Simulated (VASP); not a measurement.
# PtSe2 in VASP: a series of runs, part 2 of 3

VASP 6.6.1.

**3. Relaxation of cell and atoms, rev-vdW-DF2**

This run uses another cell than the first one, of 41.64 Å³/atom, 1.018 times its volume.

INCAR reads:

```
SYSTEM = PtSe2
PREC = Accurate
ENCUT = 600
EDIFF = 1E-7
ISMEAR = 0
SIGMA = 0.03
LREAL = .False.
LASPH = .True.
NELM = 80
ALGO = Normal
ISIF = 3
LWAVE = .False.
LCHARG = .False.
GGA = MK
LUSE_VDW = .True.
AGGAC = 0.0
PARAM1 = 0.1234
PARAM2 = 0.711357
ZAB_VDW = -1.8867
IBRION = 2
NSW = 90
EDIFFG = -0.005
LATTICE_CONSTRAINTS = .TRUE. .TRUE. .FALSE.
KPAR = 4
```

KPOINTS reads:

```
regular mesh
0
Gamma
  9 9 1
  0 0 0
```

POSCAR reads:

```
PtSe2                                   
1.0
    3.7570046122      0.0000000000      0.0000000000
   -1.8785023061      3.2536614325      0.0000000000
    0.0000000000      0.0000000000     30.6550000000
  Se              Pt            
     6     3
Direct
     0.6666666699999979    0.3333333300000021    0.2921588434689644
     0.3333333300000021    0.6666666699999979    0.3773881978331097
     0.6666666699999979    0.3333333300000021    0.4573062335895101
     0.3333333300000021    0.6666666699999979    0.5426937664104897
     0.6666666699999979    0.3333333300000021    0.6226118021668903
     0.3333333300000021    0.6666666699999979    0.7078411565310355
     0.0000000000000000    0.0000000000000000    0.3352085621312980
     0.0000000000000000    0.0000000000000000    0.5000000000000000
     0.0000000000000000    0.0000000000000000    0.6647914378687021
```

Potentials or basis: VASP PAW PBE potentials, release 64 (Se, Pt).

On the command line:

```bash
> cat potpaw_PBE.64/Se/POTCAR potpaw_PBE.64/Pt/POTCAR > POTCAR
> mpirun -np 4 vasp_std > vasp.out
```

OUTCAR:

```text
SYSTEM = PtSe2
   PREC = Accurate
   ENCUT = 600
   EDIFF = 1E-7
   ISMEAR = 0
   LREAL = .False.
   LASPH = .True.
   NELM = 80
   ISIF = 3
   GGA = MK
   IBRION = 2
   NSW = 90
   EDIFFG = -0.005

 ion  position               nearest neighbor table
   1  0.667  0.333  0.292-   7 2.54   7 2.54   7 2.54
   2  0.333  0.667  0.377-   7 2.53   7 2.53   7 2.53
   3  0.667  0.333  0.457-   8 2.53   8 2.53   8 2.53
   4  0.333  0.667  0.543-   8 2.53   8 2.53   8 2.53
   5  0.667  0.333  0.623-   9 2.53   9 2.53   9 2.53
   6  0.333  0.667  0.708-   9 2.54   9 2.54   9 2.54
   7  0.000  0.000  0.335-   2 2.53   2 2.53   2 2.53   1 2.54   1 2.54   1 2.54
   8  0.000  0.000  0.500-   3 2.53   4 2.53   4 2.53   3 2.53   3 2.53   4 2.53
   9  0.000  0.000  0.665-   5 2.53   5 2.53   5 2.53   6 2.54   6 2.54   6 2.54

  LATTYP: Found a hexagonal cell.
 ALAT       =     3.7570046122
 C/A-ratio  =     8.1594257032

  Lattice vectors:

 A1 = (   3.7570046122,   0.0000000000,   0.0000000000)
 A2 = (  -1.8785023061,   3.2536614325,   0.0000000000)
 A3 = (   0.0000000000,   0.0000000000,  30.6550000000)

Analysis of symmetry for initial positions (statically):
=====================================================================
 Subroutine PRICEL returns:
 Original cell was already a primitive cell.

 Routine SETGRP: Setting up the symmetry group for a
 hexagonal supercell.

 Subroutine GETGRP returns: Found 12 space group operations
 (whereof 12 operations were pure point group operations)
 out of a pool of 24 trial point group operations.

The static configuration has the point symmetry D_3d.

Analysis of symmetry for dynamics (positions and initial velocities):
=====================================================================
 Subroutine PRICEL returns:
 Original cell was already a primitive cell.

 Routine SETGRP: Setting up the symmetry group for a
 hexagonal supercell.

 Subroutine GETGRP returns: Found 12 space group operations
 (whereof 12 operations were pure point group operations)
 out of a pool of 24 trial point group operations.

The dynamic configuration has the point symmetry D_3d.

 Subroutine INISYM returns: Found 12 space group operations
 (whereof 12 operations are pure point group operations),
 and found     1 'primitive' translations

----------------------------------------------------------------------------------------

                                     Primitive cell

  volume of cell :     374.7274

  direct lattice vectors                    reciprocal lattice vectors
     3.757004612  0.000000000  0.000000000     0.266169490  0.153673027  0.000000000
    -1.878502306  3.253661432  0.000000000     0.000000000  0.307346053  0.000000000
     0.000000000  0.000000000 30.655000000     0.000000000  0.000000000  0.032621106

  length of vectors
     3.757004612  3.757004609 30.655000000     0.307346053  0.307346053  0.032621106

  position of ions in fractional coordinates (direct lattice)
     0.666666670  0.333333330  0.292158843
     0.333333330  0.666666670  0.377388198
     0.666666670  0.333333330  0.457306234
     0.333333330  0.666666670  0.542693766
     0.666666670  0.333333330  0.622611802
     0.333333330  0.666666670  0.707841157
     0.000000000  0.000000000  0.335208562
     0.000000000  0.000000000  0.500000000
     0.000000000  0.000000000  0.664791438

  ion indices of the primitive-cell ions
   primitive index   ion index
                 1           1
                 2           2
                 3           3
[... 26 lines left out ...]
     0.000000000  0.000000000  0.000000000

 Subroutine IBZKPT returns following result:
 ===========================================

 Found     12 irreducible k-points:

 Following reciprocal coordinates:
            Coordinates               Weight
  0.000000  0.000000  0.000000      1.000000
  0.111111  0.000000  0.000000      6.000000
  0.222222  0.000000  0.000000      6.000000
  0.333333  0.000000  0.000000      6.000000
  0.444444  0.000000  0.000000      6.000000
  0.111111  0.111111  0.000000      6.000000
  0.222222  0.111111  0.000000     12.000000
  0.333333  0.111111  0.000000     12.000000
  0.444444  0.111111  0.000000      6.000000
  0.222222  0.222222  0.000000      6.000000
  0.333333  0.222222  0.000000     12.000000
  0.333333  0.333333  0.000000      2.000000
   k-points           NKPTS =     12   k-points in BZ     NKDIM =     12   number of bands    NBANDS=     39
   number of dos      NEDOS =    301   number of ions     NIONS =      9
   total plane-waves  NPLWV = 225000
   dimension x,y,z NGX =    30 NGY =   30 NGZ =  250
   dimension x,y,z NGXF=    60 NGYF=   60 NGZF=  500
   ions per type =               6   3
   NGX,Y,Z   is equivalent  to a cutoff of  13.27, 13.27, 13.56 a.u.
   NGXF,Y,Z  is equivalent  to a cutoff of  26.55, 26.55, 27.12 a.u.
 SYSTEM =  PtSe2
   PREC   = accura    normal or accurate (medium, high low for compatibility)
   ISTART =      0    job   : 0-new  1-cont  2-samecut
   ICHARG =      2    charge: 1-file 2-atom 10-const
   ISPIN  =      1    spin polarized calculation?
   LNONCOLLINEAR =      F non collinear calculations
   LSORBIT =      F    spin-orbit coupling
   LASPH  =      T    aspherical Exc in radial PAW
   ENCUT  =  600.0 eV  44.10 Ry    6.64 a.u.   7.50  7.50 61.23*2*pi/ulx,y,z
   NELM   =     80;   NELMIN=  2; NELMDL= -5     # of ELM steps
   EDIFF  = 0.1E-06   stopping-criterion for ELM
   LREAL  =      F    real-space projection
   EDIFFG = -.5E-02   stopping-criterion for IOM
   NSW    =     90    number of steps for IOM
   IBRION =      2    ionic relax: 0-MD 1-quasi-New 2-CG
   NFREE  =      1    steps in history (QN), initial steepest desc. (CG)
   ISIF   =      3    stress and relaxation
   ISYM   =      2    0-nonsym 1-usesym 2-fastsym
   POTIM  = 0.5000    time-step for ionic-motion
   TEBEG  =    0.0;   TEEND  =   0.0 temperature during run
   PSTRESS=    0.0 pullay stress
   NELECT =      66.0000    total number of electrons
   NUPDOWN=      -1.0000    fix difference up-down
   EMIN   =  10.00;   EMAX   =-10.00  energy-range for DOS
   EFERMI =   0.00;   METHOD = LEGACY
   ISMEAR =     0;   SIGMA  =   0.03  broadening in eV -4-tet -1-fermi 0-gaus
   EFERMI_NEDOS =   21; number of points for ismear=-14 and -15
   IALGO  =     38    algorithm
   IMIX   =      4    mixing-type and parameters
     AMIX     =   0.40;   BMIX     =  1.00
     AMIX_MAG =   1.60;   BMIX_MAG =  1.00
  volume/ion in A,a.u.               =      41.64       280.98
  Fermi-wavevector in a.u.,A,eV,Ry     =   0.917665  1.734136 11.457598  0.842110
  Thomas-Fermi vector in A             =   2.042660
   LORBIT       =      0    0 simple, 1 ext, 2 COOP (PROOUT), +10 PAW based schemes
   GGA     = MK    functional components
   LHFCALC =     F    Hartree Fock is set to
   AEXX    =    0.0000 exact exchange contribution
   IVDW_NL    =     1    kernel type
   BPARAM     = 6.3000
   IVDW    =     0    specifies the selected vdW correction
   LEPSILON=     F    determine dielectric tensor
   LRPA    =     F    only Hartree local field effects (RPA)
 conjugate gradient relaxation of ions
 non-spin polarized calculation
 Gauss-broadening in eV      SIGMA  =   0.03
  energy-cutoff  :      600.00
  volume of cell :      374.73
 maximum number of plane-waves:     12577
 NGX is ok and might be reduce to    30
   NGX = 15   NGY = 15   NGZ =123

--------------------------------------- Ionic step        1  -------------------------------------------

 number of electron      66.0000008 magnetization

 Free energy of the ion-electron system (eV)
  ---------------------------------------------------
  ext. energy  EPLUGINS =         0.00000000
  ---------------------------------------------------
  free energy    TOTEN  =       -27.90478814 eV

  energy without entropy =      -27.90478810  energy(sigma->0) =      -27.90478812

------------------------ aborting loop because EDIFF is reached ----------------------------------------

  FORCE on cell =-STRESS in cart. coord.  units (eV):
  Direction    XX          YY          ZZ          XY          YZ          ZX
  --------------------------------------------------------------------------------------
  -------------------------------------------------------------------------------------
  Total        0.0339712      0.0339712      0.0656733      0.0000000      0.0000000     -0.0000000
  in kB        0.1452467      0.1452467      0.2807915      0.0000000      0.0000000     -0.0000000
  external PRESSURE =       0.1904283 kB  Pullay stress =       0.0000000 kB
[... 302 lines left out ...]
--------------------------------------- Ionic step        8  -------------------------------------------

 number of electron      66.0000008 magnetization

 Free energy of the ion-electron system (eV)
  ---------------------------------------------------
  ext. energy  EPLUGINS =         0.00000000
  ---------------------------------------------------
  free energy    TOTEN  =       -27.90480059 eV

  energy without entropy =      -27.90480056  energy(sigma->0) =      -27.90480057

 E-fermi :   0.5954     XC(G=0):  -5.8794

 val. band max:        0.5034773604   @ k =   0.0000   0.0000   0.0000
 cond. band min:       0.6935112021   @ k =   0.3333   0.3333   0.0000
 fundamental gap:      0.1900338417
 Fermi energy:         0.5953547824

 k-point     1 :       0.0000    0.0000    0.0000
  band No.  band energies     occupation
      1     -14.8004      2.00000
      2     -14.5268      2.00000
      3     -14.2572      2.00000
      4     -13.1456      2.00000
      5     -12.6755      2.00000
      6     -12.3470      2.00000
[... 533 lines left out ...]
  energy  without entropy=      -27.9048005558  energy(sigma->0) =      -27.90480057

Total vdW correction in eV:      9.8575617

 reached required accuracy - stopping structural energy minimisation
```

Run time: 14 min. Hardware: 4 MPI ranks of AMD EPYC 9R45 (Zen 5), shared host; peak memory 1.6 GiB.

Results:

```
Free energy                            : -27.9048 eV
Relaxed volume                         : 41.65 Å³/atom
Relaxed cell                           : a = 3.757 Å, b = 3.757 Å, c = 30.655 Å, α = 90.00°, β = 90.00°, γ = 120.00°
Space group after relaxing (to 0.05 Å) : P-3m1 (No. 164)
Energy gained by relaxing              : 0.0 meV/atom
Ionic steps                            : 8
Largest force after relaxing           : 0.003 eV/Å
Band gap on the k mesh                 : 0.19 eV, indirect (least direct gap 0.75 eV)
```

Forces in eV/Å, atoms in the order of the input:
```
Se   0.000  0.000 -0.001
Se   0.000  0.000 -0.003
Se   0.000  0.000  0.002
Se   0.000  0.000 -0.002
Se   0.000  0.000  0.003
Se   0.000  0.000  0.001
Pt   0.000  0.000 -0.002
Pt   0.000  0.000  0.000
Pt   0.000  0.000  0.002
```

Final structure:
```
Se Pt
1.0
     3.75747    0.00000    0.00000
    -1.87874    3.25407    0.00000
     0.00000    0.00000   30.65500
Se Pt
6 3
Direct
  0.66667 0.33333 0.29215
  0.33333 0.66667 0.37739
  0.66667 0.33333 0.45733
  0.33333 0.66667 0.54267
  0.66667 0.33333 0.62261
  0.33333 0.66667 0.70785
  0.00000 0.00000 0.33520
  0.00000 0.00000 0.50000
  0.00000 0.00000 0.66480
```

Caveat: the PAW data sets were made with another functional, which shifts forces and pressure a little; spin-orbit coupling is left out, which moves the levels of the heavy elements.

(Continued in part 3 of 3.)
